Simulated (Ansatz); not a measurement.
Ir under changes of volume

One of the cells (14.059 Å³/atom); the others are scaled copies at fixed shape and fractional positions:

```
Ir
1.0
     0.00000    1.91560    1.91560
     1.91560    0.00000    1.91560
     1.91560    1.91560    0.00000
Ir
1
Cartesian
  0.0000 0.0000 0.0000
```

- Program: Ansatz 0.2.0
- Functional: LDA
- Potentials or basis: all-electron LAPW, scalar-relativistic
- Cutoff: 284 eV (chosen from the basis error)
- Basis error allowed: 0.001 eV/atom
- k mesh: 12 × 12 × 12
- Occupations: fermi-dirac, width 0.05 eV
- Spin: no spin polarisation

| volume (Å³/atom) | energy over the lowest point (meV/atom) | pressure (GPa) |
| --- | --- | --- |
| 13.215 | ? | ? |
| 13.496 | 10.00 | 10.3 |
| 13.778 | 0.00 | 1.4 |
| 14.059 | 4.81 | -6.6 |
| 14.340 | 22.72 | -13.6 |
| 14.621 | 52.21 | -19.8 |
| 14.902 | 91.93 | -25.3 |

Problem. What does the run at 13.215 Å³/atom give?

Solution. Energy over the lowest point 36.72 meV/atom; pressure 20.4 GPa.

Worked out: A Birch-Murnaghan fit of order 3 (a polynomial in V^(-2/3)) to the other rows has its minimum at 13.82 Å³/atom with B0 = V·E''(V) = 406 GPa and B' = 5.0. It gives 36.70 meV/atom at 13.215 Å³/atom, against the run's 36.72, and -dE/dV = 20.4 GPa, against 20.4.

Energies are extrapolated to zero smearing.
